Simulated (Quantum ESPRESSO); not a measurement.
## PtSe2: zone-centre phonons under several settings

```
CELL_PARAMETERS angstrom
3.72400 0.00000 0.00000
-1.86200 3.22508 0.00000
0.00000 0.00000 5.06200
ATOMIC_POSITIONS crystal
Pt 0.00000 0.00000 0.00000
Se 0.33333 0.66667 0.25000
Se 0.66667 0.33333 0.75000
```

All runs used Quantum ESPRESSO 7.5; k mesh 4 × 4 × 2, shifted; relaxed cell; no spin polarisation; cutoff 612 eV.

```csv
level,potentials,occupations,volume (Å³/atom),pressure (GPa),lowest optical mode without the field (cm⁻¹),highest optical mode without the field (cm⁻¹)
LDA,GBRV 1.5 LDA,"fermi-dirac, width 0.05 eV",19.39,0.0,175,212
PBE,GBRV 1.5 PBE,"fermi-dirac, width 0.05 eV",22.29,0.1,163,215
PBEsol,GBRV 1.5 PBEsol,"fermi-dirac, width 0.05 eV",19.90,0.0,170,209
PW91,GBRV 1.5 PBE,"fermi-dirac, width 0.05 eV",21.93,0.1,159,213
BLYP,GBRV 1.5 PBE,"smeared at first, fixed for the response",?,0.1,?,?
AM05,GBRV 1.5 PBE,"fermi-dirac, width 0.05 eV",20.15,0.0,169,211
vdW-DF-cx,GBRV 1.5 PBE,"fermi-dirac, width 0.05 eV",20.05,0.0,161,210
```

What stands in the row left open?

Volume 26.42 Å³/atom; lowest optical mode without the field 157 cm⁻¹; highest optical mode without the field 208 cm⁻¹.

Caveats: all runs use coarse meshes; the mesh is thin for the phonons of a metal (some runs); the layers were relaxed without a dispersion term, so their spacing and the soft interlayer modes are unreliable (some runs); the potentials were made for another functional, which shifts forces and pressure (some runs); the volume moved by over 15 % at a fixed basis, so the end points are rough (some runs); this functional lacks dispersion, which binds the layers, so the pressure and a relaxed spacing across them are unreliable, and here the layers came unbound (some runs).

For the row left open. Caveat: the k mesh is coarse (spacing up to 0.62 Å⁻¹), so the values aren't converged; the potentials were made for another functional, which shifts forces and pressure; the volume moved by over 15 % at a fixed basis, so the end points are rough; the layers were relaxed without a dispersion term, so their spacing and the soft interlayer modes are unreliable; this functional lacks dispersion, which binds the layers, so the pressure and a relaxed spacing across them are unreliable, and here the layers came unbound.
